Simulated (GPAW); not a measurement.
# black arsenene monolayer: work function by functional and basis, part 2 of 2

Aim: the work function of both faces of black arsenene monolayer, and its spread over functionals and bases. Where a layer proves gapped, the work function hangs on where the smearing puts the Fermi level, and the band edges take its place.

GPAW 26.7.0; GPAW, PAW setups; layer in a repeated cell with vacuum, relaxation of atoms and in-plane cell (the session's first sound run).

So far, upper work function (eV): step 3 (the slab's potential, PBE, GPAW) 4.24; step 6 (LDA) 4.51; step 7 (revPBE) 4.13; step 8 (GPAW, PAW setups) 4.77; step 9 (mode fd, grid spacing 0.18 Å, PBE, GPAW) 4.24.

## 10. Atomic orbitals: mode = "lcao"

Atom-centred orbitals end a few angstrom from the surface, which tests how much the density's tail matters.

Contents of run.py:

```python
import json
import numpy as np
from ase import Atoms
from gpaw import GPAW

slab = Atoms(
    ['As', 'As', 'As', 'As'],
    positions=[
        [0.33613, 0.00000, 9.00000],
        [2.03879, 1.84350, 9.00001],
        [4.41530, -0.00000, 11.40368],
        [2.71263, 1.84350, 11.40368]],
    cell=[[4.75142, 0.0, 0.0], [0.0, 3.687, 0.0], [0.0, 0.0, 20.4037]],
    pbc=[True, True, False])

slab.calc = GPAW(mode='lcao', basis='dzp', h=0.18, xc='PBE', kpts={'size': (6, 8, 1), 'gamma': True},
                 occupations={'name': 'fermi-dirac', 'width': 0.05}, nbands='120%',
                 convergence={'density': 1e-05}, maxiter=200,
                 poissonsolver={'dipolelayer': 'xy'},
                 symmetry={'tolerance': 1e-3}, txt='slab.txt')
result = {}
energy = slab.get_potential_energy()
fermi = slab.calc.get_fermi_level()
v = slab.calc.get_electrostatic_potential().mean((0, 1)) - fermi
n = slab.calc.get_pseudo_density().mean((0, 1))
L = slab.cell[2, 2]
z = np.arange(len(v)) * L / len(v)
low, high = slab.positions[:, 2].min(), slab.positions[:, 2].max()
below, above = np.interp([low - 6.8, high + 6.8], z, v)
slopes = [np.interp(x, z, np.gradient(v, z)) for x in (low - 6.8, high + 6.8)]
eps = np.array([[slab.calc.get_eigenvalues(k, s) for k in range(len(slab.calc.get_ibz_k_points()))]
                for s in range(slab.calc.get_number_of_spins())]) - fermi
top, bottom = eps[eps < 0].max(), eps[eps > 0].min()
dipole = slab.get_dipole_moment()[2]
print(f'energy {energy:.4f} eV, Fermi level {fermi:.4f} eV, dipole {dipole:.5f} e A')
print(f'potential 6.8 A off the faces, from the Fermi level: lower {below:.4f} eV, upper {above:.4f} eV')
print(f'slope of the potential there: lower {slopes[0]:.5f}, upper {slopes[1]:.5f} eV/A')
print(f'nearest levels on the mesh: {top:.4f} and {bottom:.4f} eV')
print('magnetic moment', round(slab.get_magnetic_moment(), 3))
result.update(energy=energy, fermi=fermi, dipole=dipole, below=below, above=above, slopes=slopes, edges=[top, bottom],
              z=z.tolist(), v=v.tolist(), n=n.tolist(), positions=slab.positions.tolist(),
              forces=slab.get_forces(apply_constraint=False).tolist(), moments=slab.get_magnetic_moments().tolist())
json.dump(result, open('result.json', 'w'))
```

The run is started by

```bash
$ OMP_NUM_THREADS=1 OPENBLAS_NUM_THREADS=1 python run.py
```

Run time: 33 s. Hardware: 1 thread of Arm Neoverse V2, shared host; peak memory 0.33 GiB.

Numbers from this step:

- dipole along the normal: -2.00e-4 e·Å
- levels nearest the Fermi level on the mesh: -0.5241, 0.5040 eV from the Fermi level
- upper work function: 4.096 eV
- lower work function: 4.094 eV
- upper ionisation energy: 4.620 eV

Electrostatic potential energy of an electron (without an applied field's), less the Fermi level, planar mean against z:

z (Å), electrostatic potential energy of an electron (without an applied field's), less the Fermi level, planar mean (eV) and a bar from the least value:
```
      0.0        4.1 ##############################
      0.5        4.1 ##############################
      1.0        4.1 ##############################
      1.5        4.1 ##############################
      2.0        4.1 ##############################
      2.5        4.1 ##############################
      3.0        4.1 ##############################
      3.5        4.1 ##############################
      4.0        4.1 ##############################
      4.5        4.1 ##############################
      5.0        4.1 ##############################
      5.5        4.1 ##############################
      6.0        4.1 ##############################
      6.5        4.1 ##############################
      7.0        4.0 ##############################
      7.5        3.5 #############################
      8.0        1.2 ##########################
      8.5       -7.4 ###############
      9.0      -18.8 
      9.5       -8.1 ##############
     10.0       -0.1 ########################
     10.5       -0.9 #######################
     11.0      -10.8 ###########
     11.5      -18.1 #
     12.0       -4.9 ##################
     12.5        2.0 ###########################
     13.0        3.7 #############################
     13.5        4.0 ##############################
     14.0        4.1 ##############################
     14.5        4.1 ##############################
     15.0        4.1 ##############################
     15.5        4.1 ##############################
     16.0        4.1 ##############################
     16.5        4.1 ##############################
     17.0        4.1 ##############################
     17.5        4.1 ##############################
     18.0        4.1 ##############################
     18.5        4.1 ##############################
     19.0        4.1 ##############################
     19.5        4.1 ##############################
     20.0        4.1 ##############################
```

The highest filled level lies 0.524 eV under the Fermi level, so the ionisation energy from the upper face is 4.096 + 0.524 = 4.620 eV, against 4.684 eV in the base run.

## 11. The ladder

Times are for 1 thread of Arm Neoverse V2, shared host. The runs compared:

```tsv
no.	run	upper ionisation energy (eV)	time	memory (GiB)
1	pw	4.684	26 s	0.24
2	RPBE	4.595	26 s	0.24
3	optPBE vdW	4.885	34 s	0.45
4	LDA	4.931	25 s	0.23
5	revPBE	4.595	26 s	0.24
6	vdW DF2	5.032	62 s	0.45
7	fd	4.684	1.7 min	0.67
8	lcao	4.620	33 s	0.33
```

## 12. Side by side

Results and costs are gathered.

This step: comparison of work functions, dipole and cost (GPAW 26.7.0).

Ladder, by row:

```tsv
step	code	work function, upper (eV)	work function, lower (eV)	dipole (e Å)	wall time (s)	peak memory (GiB)	threads
pw	GPAW	4.236	4.234	-2.94e-4	25.71	0.24	1
RPBE	GPAW	4.135	4.133	-2.92e-4	26.39	0.24	1
optPBE-vdW	GPAW	4.457	4.454	-2.93e-4	33.97	0.45	1
LDA	GPAW	4.506	4.504	-2.97e-4	24.7	0.23	1
revPBE	GPAW	4.132	4.13	-2.93e-4	26.17	0.24	1
vdW-DF2	GPAW	4.768	4.766	-2.93e-4	61.98	0.45	1
fd	GPAW	4.237	4.235	-1.99e-4	101.2	0.67	1
lcao	GPAW	4.096	4.094	-2.00e-4	32.59	0.33	1
```

## 13. Results

```
work function, both faces (Fermi level placed in the gap by the smearing)        : 4.24 eV
ionisation energy from the upper face (highest filled level on the mesh)         : 4.68 eV
electron affinity from the upper face (lowest empty Kohn-Sham level on the mesh) : 3.83 eV
dipole along the normal                                                          : -2.9e-4 e Å
```

In words: With plane waves and PBE the ionisation energy from the upper face is 4.68 eV and the Kohn-Sham electron affinity 3.83 eV. The levels nearest the Fermi level on the mesh lie 0.854 eV apart, so the slab is gapped there: the smearing puts the Fermi level inside the gap, and from either face the ionisation energy is the work function plus 0.45 eV. Both are Kohn-Sham levels on the mesh, and semilocal gaps are too small, so the affinity tends to come out too large and the ionisation energy too small. Work functions of a gapped slab move with the place of the Fermi level in the gap; over the runs without a planted fault the highest filled level on the mesh lies 4.59 (RPBE) to 5.03 eV (vdW-DF2) under the upper vacuum level. The small printed dipole stands for a step of 3.0 meV from the lower to the upper face, and the probes find 2.1 meV; values this small are near the numerical noise of both. The layer's cell and atoms come from the relaxation; spin-orbit coupling and temperature are left out.

[Logs are printed without paths, hosts, clocks, repeated set-up lines and the standing remarks that a program may print on its own settings, such as how far it seeks lower states.]

[Hosts, paths, dates, database ids (printed as entryN), source tags and the programs' standing remarks are cut or masked in the printed files.]
